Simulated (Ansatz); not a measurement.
# GdN: the cost of one run

Program: Ansatz 0.2.0. Level of theory: DFT r²SCAN+U (U_eff = 2.5 eV on Gd f), plane waves, PAW, no spin–orbit coupling unless a run says so. These are calculated values, not measurements.

### 1 The starting structure

Symmetry: P6_3/mmc, No. 194, hexagonal system. The conventional cell has a = 3.729 Å, b = 3.729 Å, c = 5.197 Å, α = 90.00°, β = 90.00°, γ = 120.00°. Gd (site symmetry -3m) has 6 N at 2.51 Å and 2 Gd at 2.60 Å as nearest neighbours. Around N (site symmetry -6m2) lie 6 Gd at 2.51 Å.

Coordinates:

```
Gd N
1.0
     3.72886    0.00000    0.00000
    -1.86443    3.22929    0.00000
     0.00000    0.00000    5.19712
Gd N
2 2
Direct
  0.00000 0.00000 0.00000
  0.00000 0.00000 0.50000
  0.33333 0.66667 0.25000
  0.66667 0.33333 0.75000
```

Magnetic order typed: opposed in the cell.

### 2 From atoms, symmetry kept, no search

input.yaml

```yaml
crystal:
  lattice:
    - [3.72886089, 0.0, 0.0]
    - [-1.86443044, 3.22928826, 0.0]
    - [0.0, 0.0, 5.19711918]
  atoms:
    - { symbol: Gd, position: [0.0, 0.0, 0.0], spin: 7.0 }
    - { symbol: Gd, position: [0.0, 0.0, 0.5], spin: -7.0 }
    - { symbol: "N", position: [0.3333333333, 0.6666666667, 0.25] }
    - { symbol: "N", position: [0.6666666667, 0.3333333333, 0.75] }
basis:
  ecutwfc: 500
  ecutrho_ratio: 4
kpoints:
  mp_grid: { grid: [6, 6, 4] }
hamiltonian:
  xc: r2scan
  hubbard:
    sites: [{ site: 0, l: f, u_eff: 2.5 }, { site: 1, l: f, u_eff: 2.5 }]
scf:
  occupations: { method: gaussian, width: 0.05 }
  lower_state_search: "off"
  max_iter: 150
output:
  forces: true
  stress: true
  eigenvalues: true
  populations: true
  hubbard: { sites: [{ site: 0, l: f }, { site: 1, l: f }] }
magnetization:
  spin_polarized: true
```

Started as:

```console
$ ansatz run input.yaml --threads 4 --pin off --max-ram 6144MiB --backend cpu --events-out ev --progress --plain --runs-dir out
```

What time and memory should one allow on 4 threads of Arm Neoverse N1, shared host?

About 26 s, with a peak of 0.68 GiB.
